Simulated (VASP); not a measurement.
# C (P6_3/mmc) in VASP: further runs

Runs on C. Level: r2SCAN. Tasks: single point.

Program: VASP 6.6.1. These are calculated values, not measurements. Logs are shortened: lines on timing, memory, paths and dates and some standing lists are left out, and cuts for length are marked.

**1. Starting point**

The structure is hexagonal, space group P6_3/mmc (No. 194). Conventional cell: a = 2.514 Å, b = 2.514 Å, c = 16.503 Å, α = 90.00°, β = 90.00°, γ = 120.00°. Around C (site symmetry 3m) lie 4 C at 1.54 Å. C (site symmetry 3m) has 4 C at 1.54 to 1.57 Å as nearest neighbours. C (site symmetry 3m) has 4 C at 1.54 Å as nearest neighbours. Around C (site symmetry 3m) lie 4 C at 1.54 Å.

This is a hexagonal form of diamond, not graphite.

**2. Single point, r2SCAN**

POSCAR reads:

```
C
1.0
    2.5136134964      0.0000000000      0.0000000000
   -1.2568067482      2.1768531432      0.0000000000
    0.0000000000      0.0000000000     16.5027395170
C
16
Direct
    0.0000000000      0.0000000000      0.9532986296
    0.6666666667      0.3333333333      0.2974321909
    0.3333333333      0.6666666667      0.7974321909
    0.6666666667      0.3333333333      0.2025678091
    0.3333333333      0.6666666667      0.0778670093
    0.3333333333      0.6666666667      0.3287959150
    0.3333333333      0.6666666667      0.4221329907
    0.6666666667      0.3333333333      0.6712040850
    0.3333333333      0.6666666667      0.7025678091
    0.0000000000      0.0000000000      0.4532986296
    0.0000000000      0.0000000000      0.0467013704
    0.3333333333      0.6666666667      0.1712040850
    0.6666666667      0.3333333333      0.8287959150
    0.0000000000      0.0000000000      0.5467013704
    0.6666666667      0.3333333333      0.5778670093
    0.6666666667      0.3333333333      0.9221329907
```

INCAR.step1 reads:

```
SYSTEM = C
PREC = Accurate ; ENCUT = 520
ISMEAR = 0 ; SIGMA = 0.02
LREAL = Auto ; LASPH = .True.
NELM = 100 ; NBANDS = 46
GGA = PE ; ALGO = Normal
EDIFF = 1E-4 ; LWAVE = .True.
LCHARG = .False.
```

INCAR.step2 reads:

```
SYSTEM = C
PREC = Accurate ; ENCUT = 520
EDIFF = 1E-6 ; ISMEAR = 0
SIGMA = 0.02 ; LREAL = Auto
LASPH = .True. ; NELM = 100
ALGO = Normal ; ISIF = 2
LWAVE = .False. ; LCHARG = .False.
METAGGA = R2SCAN ; LMIXTAU = .True.
NBANDS = 46 ; ISTART = 1
```

KPOINTS reads:

```
Automatic mesh
0
Gamma
  12 12 2
  0 0 0
```

Potentials or basis: VASP PAW PBE potentials, release 64 (C).

Command:

```bash
$ cat potpaw_PBE.64/C/POTCAR > POTCAR
$ cp INCAR.step1 INCAR
$ mpirun -np 1 vasp_std > vasp.out
$ cp INCAR.step2 INCAR
$ mpirun -np 1 vasp_std > vasp.out
```

OUTCAR:

```text
SYSTEM = C
   PREC = Accurate
   ENCUT = 520
   EDIFF = 1E-6
   ISMEAR = 0
   LREAL = Auto
   LASPH = .True.
   NELM = 100
   ISIF = 2
   METAGGA = R2SCAN
   ISTART = 1

 ion  position               nearest neighbor table
   1  0.000  0.000  0.953-  16 1.54  16 1.54  16 1.54  11 1.54
   2  0.667  0.333  0.297-   6 1.54   6 1.54   6 1.54   4 1.57
   3  0.333  0.667  0.797-  13 1.54  13 1.54  13 1.54   9 1.57
   4  0.667  0.333  0.203-  12 1.54  12 1.54  12 1.54   2 1.57
   5  0.333  0.667  0.078-  11 1.54  11 1.54  11 1.54  12 1.54
   6  0.333  0.667  0.329-   7 1.54   2 1.54   2 1.54   2 1.54
[... 8 lines left out ...]
  15  0.667  0.333  0.578-  14 1.54  14 1.54  14 1.54   8 1.54
  16  0.667  0.333  0.922-   1 1.54   1 1.54   1 1.54  13 1.54

  LATTYP: Found a hexagonal cell.
 ALAT       =     2.5136134964
 C/A-ratio  =     6.5653448872

  Lattice vectors:

 A1 = (   2.5136134964,   0.0000000000,   0.0000000000)
 A2 = (  -1.2568067482,   2.1768531432,   0.0000000000)
 A3 = (   0.0000000000,   0.0000000000,  16.5027395170)

Analysis of symmetry for initial positions (statically):
=====================================================================
 Subroutine PRICEL returns:
 Original cell was already a primitive cell.

 Routine SETGRP: Setting up the symmetry group for a
 hexagonal supercell.

 Subroutine GETGRP returns: Found 24 space group operations
 (whereof 12 operations were pure point group operations)
 out of a pool of 24 trial point group operations.

The static configuration has the point symmetry D_3d.
 The point group associated with its full space group is D_6h.

Analysis of symmetry for dynamics (positions and initial velocities):
=====================================================================
 Subroutine PRICEL returns:
 Original cell was already a primitive cell.

 Routine SETGRP: Setting up the symmetry group for a
 hexagonal supercell.

 Subroutine GETGRP returns: Found 24 space group operations
 (whereof 12 operations were pure point group operations)
 out of a pool of 24 trial point group operations.

The dynamic configuration has the point symmetry D_3d.
 The point group associated with its full space group is D_6h.

 Subroutine INISYM returns: Found 24 space group operations
 (whereof 12 operations are pure point group operations),
 and found     1 'primitive' translations

----------------------------------------------------------------------------------------

                                     Primitive cell

  volume of cell :      90.2992

  direct lattice vectors                    reciprocal lattice vectors
     2.513613496  0.000000000  0.000000000     0.397833637  0.229689358  0.000000000
    -1.256806748  2.176853143  0.000000000     0.000000000  0.459378715  0.000000000
     0.000000000  0.000000000 16.502739517     0.000000000  0.000000000  0.060596000

  length of vectors
     2.513613496  2.513613496 16.502739517     0.459378715  0.459378715  0.060596000

  position of ions in fractional coordinates (direct lattice)
     0.000000000  0.000000000  0.953298630
     0.666666667  0.333333333  0.297432191
     0.333333333  0.666666667  0.797432191
     0.666666667  0.333333333  0.202567809
     0.333333333  0.666666667  0.077867009
     0.333333333  0.666666667  0.328795915
[... 8 lines left out ...]
     0.666666667  0.333333333  0.577867009
     0.666666667  0.333333333  0.922132991

  ion indices of the primitive-cell ions
   primitive index   ion index
                 1           1
                 2           2
                 3           3
                 4           4
                 5           5
                 6           6
[... 8 lines left out ...]
                15          15
                16          16

----------------------------------------------------------------------------------------

 KPOINTS: Automatic mesh

Automatic generation of k-mesh.
 Grid dimensions read from file:
 generate k-points for:   12   12    2

 Generating k-lattice:

  Cartesian coordinates                     Fractional coordinates (reciprocal lattice)
     0.033152803  0.019140780  0.000000000     0.083333333 -0.000000000  0.000000000
     0.000000000  0.038281560  0.000000000     0.000000000  0.083333333  0.000000000
     0.000000000  0.000000000  0.030298000     0.000000000  0.000000000  0.500000000

  Length of vectors
     0.038281560  0.038281560  0.030298000

  Shift w.r.t. Gamma in fractional coordinates (k-lattice)
     0.000000000  0.000000000  0.000000000

 Subroutine IBZKPT returns following result:
 ===========================================

 Found     38 irreducible k-points:

 Following reciprocal coordinates:
            Coordinates               Weight
  0.000000  0.000000  0.000000      1.000000
  0.083333 -0.000000  0.000000      6.000000
  0.166667  0.000000  0.000000      6.000000
  0.250000  0.000000  0.000000      6.000000
  0.333333  0.000000  0.000000      6.000000
  0.416667 -0.000000  0.000000      6.000000
[... 16 lines left out ...]
  0.250000  0.000000  0.500000      6.000000
  0.333333  0.000000  0.500000      6.000000
 [... further k-points ...]
   k-points           NKPTS =     38   k-points in BZ     NKDIM =     38   number of bands    NBANDS=     46
   number of dos      NEDOS =    301   number of ions     NIONS =     16
   total plane-waves  NPLWV =  50400
   dimension x,y,z NGX =    20 NGY =   20 NGZ =  126
   dimension x,y,z NGXF=    40 NGYF=   40 NGZF=  252
   ions per type =              16
   NGX,Y,Z   is equivalent  to a cutoff of  13.23, 13.23, 12.69 a.u.
   NGXF,Y,Z  is equivalent  to a cutoff of  26.46, 26.46, 25.39 a.u.
 SYSTEM =  C
   PREC   = accura    normal or accurate (medium, high low for compatibility)
   ISTART =      1    job   : 0-new  1-cont  2-samecut
   ICHARG =      0    charge: 1-file 2-atom 10-const
   ISPIN  =      1    spin polarized calculation?
   LNONCOLLINEAR =      F non collinear calculations
   LSORBIT =      F    spin-orbit coupling
   LASPH  =      T    aspherical Exc in radial PAW
   ENCUT  =  520.0 eV  38.22 Ry    6.18 a.u.   4.67  4.67 30.68*2*pi/ulx,y,z
   NELM   =    100;   NELMIN=  2; NELMDL=  0     # of ELM steps
   EDIFF  = 0.1E-05   stopping-criterion for ELM
   LREAL  =      T    real-space projection
   EDIFFG = 0.1E-04   stopping-criterion for IOM
   NSW    =      0    number of steps for IOM
   IBRION =     -1    ionic relax: 0-MD 1-quasi-New 2-CG
   NFREE  =      0    steps in history (QN), initial steepest desc. (CG)
   ISIF   =      2    stress and relaxation
   ISYM   =      2    0-nonsym 1-usesym 2-fastsym
   POTIM  = 0.5000    time-step for ionic-motion
   TEBEG  =    0.0;   TEEND  =   0.0 temperature during run
   PSTRESS=    0.0 pullay stress
   NELECT =      64.0000    total number of electrons
   NUPDOWN=      -1.0000    fix difference up-down
   EMIN   =  10.00;   EMAX   =-10.00  energy-range for DOS
   EFERMI =   0.00;   METHOD = LEGACY
   ISMEAR =     0;   SIGMA  =   0.02  broadening in eV -4-tet -1-fermi 0-gaus
   EFERMI_NEDOS =   21; number of points for ismear=-14 and -15
   IALGO  =     38    algorithm
   IMIX   =      4    mixing-type and parameters
     AMIX     =   0.40;   BMIX     =  1.00
     AMIX_MAG =   1.60;   BMIX_MAG =  1.00
  volume/ion in A,a.u.               =       5.64        38.09
  Fermi-wavevector in a.u.,A,eV,Ry     =   1.459622  2.758285 28.987145  2.130495
  Thomas-Fermi vector in A             =   2.576167
   LORBIT       =      0    0 simple, 1 ext, 2 COOP (PROOUT), +10 PAW based schemes
   METAGGA = R2SCAN    functional components
   LHFCALC =     F    Hartree Fock is set to
   AEXX    =    0.0000 exact exchange contribution
   IVDW    =     0    specifies the selected vdW correction
   LEPSILON=     F    determine dielectric tensor
   LRPA    =     F    only Hartree local field effects (RPA)
 non-spin polarized calculation
 Gauss-broadening in eV      SIGMA  =   0.02
  energy-cutoff  :      520.00
  volume of cell :       90.30
 maximum number of plane-waves:      2474
 NGX is ok and might be reduce to    20
   NGX =  9   NGY =  9   NGZ = 61

 number of electron      64.0000000 magnetization

 Free energy of the ion-electron system (eV)
  ---------------------------------------------------
  ext. energy  EPLUGINS =         0.00000000
  ---------------------------------------------------
  free energy    TOTEN  =      -157.18411699 eV

  energy without entropy =     -157.18411699  energy(sigma->0) =     -157.18411699

 E-fermi :  10.0088     XC(G=0): -14.2840

 val. band max:        9.8564928608   @ k =   0.0000   0.0000   0.0000
 cond. band min:      14.4764255662   @ k =   0.3333   0.0000   0.0000
 fundamental gap:      4.6199327055
 Fermi energy:        10.0088106823

 k-point     1 :       0.0000    0.0000    0.0000
  band No.  band energies     occupation
      1     -12.9875      2.00000
      2     -12.5699      2.00000
      3     -12.5030      2.00000
      4     -11.2299      2.00000
      5     -11.1707      2.00000
      6      -9.0839      2.00000
[... 36 lines left out ...]
     43      17.7063      0.00000
     44      18.0698      0.00000

 k-point     2 :       0.0833   -0.0000    0.0000
  band No.  band energies     occupation
      1     -12.8077      2.00000
      2     -12.3907      2.00000
      3     -12.3242      2.00000
      4     -11.0531      2.00000
      5     -10.9943      2.00000
      6      -8.9124      2.00000
[... 36 lines left out ...]
     43      17.8902      0.00000
     44      18.2203      0.00000

 k-point     3 :       0.1667    0.0000    0.0000
  band No.  band energies     occupation
      1     -12.2706      2.00000
      2     -11.8552      2.00000
      3     -11.7898      2.00000
      4     -10.5251      2.00000
      5     -10.4678      2.00000
      6      -8.4012      2.00000
[... 36 lines left out ...]
     43      18.5377      0.00000
     44      18.5650      0.00000

 k-point     4 :       0.2500    0.0000    0.0000
  band No.  band energies     occupation
      1     -11.3831      2.00000
      2     -10.9707      2.00000
      3     -10.9078      2.00000
      4      -9.6547      2.00000
      5      -9.6007      2.00000
      6      -7.5616      2.00000
[... 882 lines left out ...]
     43      18.7590      0.00000
     44      18.7590      0.00000

 k-point    23 :       0.2500    0.0000    0.5000
  band No.  band energies     occupation
      1     -11.2725      2.00000
      2     -11.2725      2.00000
      3     -10.3885      2.00000
      4     -10.3885      2.00000
      5      -8.6687      2.00000
      6      -8.6687      2.00000
[... 36 lines left out ...]
     43      19.0164      0.00000
     44      19.0164      0.00000

 k-point    24 :       0.3333    0.0000    0.5000
  band No.  band energies     occupation
      1     -10.0529      2.00000
      2     -10.0529      2.00000
      3      -9.1858      2.00000
      4      -9.1858      2.00000
      5      -7.5089      2.00000
      6      -7.5089      2.00000
[... 36 lines left out ...]
     43      18.7809      0.00000
     44      18.7809      0.00000

 [... further k-points ...]

 [bands above 44 left out]

------------------------ aborting loop because EDIFF is reached ----------------------------------------

  FORCE on cell =-STRESS in cart. coord.  units (eV):
  Direction    XX          YY          ZZ          XY          YZ          ZX
  --------------------------------------------------------------------------------------
  -------------------------------------------------------------------------------------
  Total        0.6636181      0.6636181      0.6666967      0.0000000     -0.0000000      0.0000000
  in kB       11.7745725     11.7745725     11.8291952      0.0000000     -0.0000000      0.0000000
  external PRESSURE =      11.7927801 kB  Pullay stress =       0.0000000 kB

 VOLUME and BASIS-vectors are now :
 -----------------------------------------------------------------------------
  energy-cutoff  :      520.00
  volume of cell :       90.30
      direct lattice vectors                 reciprocal lattice vectors
     2.513613496  0.000000000  0.000000000     0.397833637  0.229689358  0.000000000
    -1.256806748  2.176853143  0.000000000     0.000000000  0.459378715  0.000000000
     0.000000000  0.000000000 16.502739517     0.000000000  0.000000000  0.060596000

 POSITION                                       TOTAL-FORCE (eV/Angst)
 -----------------------------------------------------------------------------------
      0.00000      0.00000     15.73204        -0.000000      0.000000      0.011176
      1.25681      0.72562      4.90845        -0.000000     -0.000000     -0.003047
     -0.00000      1.45124     13.15982         0.000000      0.000000     -0.003047
      1.25681      0.72562      3.34292        -0.000000     -0.000000      0.003047
     -0.00000      1.45124      1.28502         0.000000     -0.000000     -0.002498
     -0.00000      1.45124      5.42603         0.000000     -0.000000     -0.000085
[... 8 lines left out ...]
      1.25681      0.72562      9.53639         0.000000      0.000000     -0.002498
      1.25681      0.72562     15.21772        -0.000000      0.000000      0.002498
 -----------------------------------------------------------------------------------
    total drift:                                0.000000     -0.000000      0.000000

  FREE ENERGIE OF THE ION-ELECTRON SYSTEM (eV)
  ---------------------------------------------------
  free  energy   TOTEN  =      -157.1841169945 eV

  energy  without entropy=     -157.1841169945  energy(sigma->0) =     -157.18411699
```

It took 5.6 min on 1 thread of Intel Xeon 6975P-C (Granite Rapids), shared host; peak memory 0.27 GiB.

What came out:

```yaml
Free_energy: -157.1841 eV
Pressure: 1.2 GPa
Largest_force: 0.011 eV/Å
Band_gap_on_the_k_mesh: 4.62 eV, indirect (least direct gap 5.68 eV)
```

Forces on the atoms (eV/Å):
```
C    0.000  0.000  0.011
C    0.000  0.000 -0.003
C    0.000  0.000 -0.003
C    0.000  0.000  0.003
C    0.000  0.000 -0.002
C    0.000  0.000  0.000
C    0.000  0.000  0.002
C    0.000  0.000  0.000
C    0.000  0.000  0.003
C    0.000  0.000  0.011
C    0.000  0.000 -0.011
C    0.000  0.000  0.000
C    0.000  0.000  0.000
C    0.000  0.000 -0.011
C    0.000  0.000 -0.002
C    0.000  0.000  0.002
```

Caveat: the PAW data sets were made with another functional, which shifts forces and pressure a little. r2SCAN opens gaps a little over a GGA but as a rule still falls short of measured ones.

(Continued in part 2 of 2.)
